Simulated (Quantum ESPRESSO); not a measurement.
# Pt under changes of volume

One of the cells (15.815 Å³/atom); the others are scaled copies at fixed shape and fractional positions:

```xyz
2
Lattice="2.7607 0.0000 0.0000 -1.3803 2.3908 0.0000 0.0000 0.0000 4.7921" Properties=species:S:1:pos:R:3 pbc="T T T"
Pt    0.0000    1.5939    1.1980
Pt    1.3803    0.7969    3.5941
```

This isn't the form of Pt at room conditions, which is fcc.

| Quantity | Value |
| --- | --- |
| Program | Quantum ESPRESSO 7.5 |
| Functional | PBEsol |
| Potentials or basis | GBRV 1.5 PBEsol |
| Cutoff | 612 eV |
| Density cutoff | 4898 eV |
| k mesh | 11 × 11 × 6 |
| Occupations | fermi-dirac, width 0.05 eV |
| Spin | no spin polarisation |

| volume (Å³/atom) | energy over the lowest point (meV/atom) | pressure (GPa) |
| --- | --- | --- |
| 14.866 | 3.70 | 4.6 |
| 15.182 | 0.00 | -1.6 |
| 15.498 | 7.77 | -7.0 |
| 15.815 | ? | ? |
| 16.131 | 52.02 | -15.8 |
| 16.447 | 86.12 | -19.4 |
| 16.763 | 126.84 | -22.5 |

Q: What does the run at 15.815 Å³/atom give?

A: Energy over the lowest point 25.52 meV/atom; pressure -11.7 GPa.

Worked out: A Birch-Murnaghan fit of order 3 (a polynomial in V^(-2/3)) to the other rows has its minimum at 15.12 Å³/atom with B0 = V·E''(V) = 284 GPa and B' = 5.4 at fixed shape and positions, which overstates the stiffness. It gives 25.55 meV/atom at 15.815 Å³/atom, against the run's 25.52, and -dE/dV = -11.3 GPa, against -11.7.

Energies are extrapolated to zero smearing.
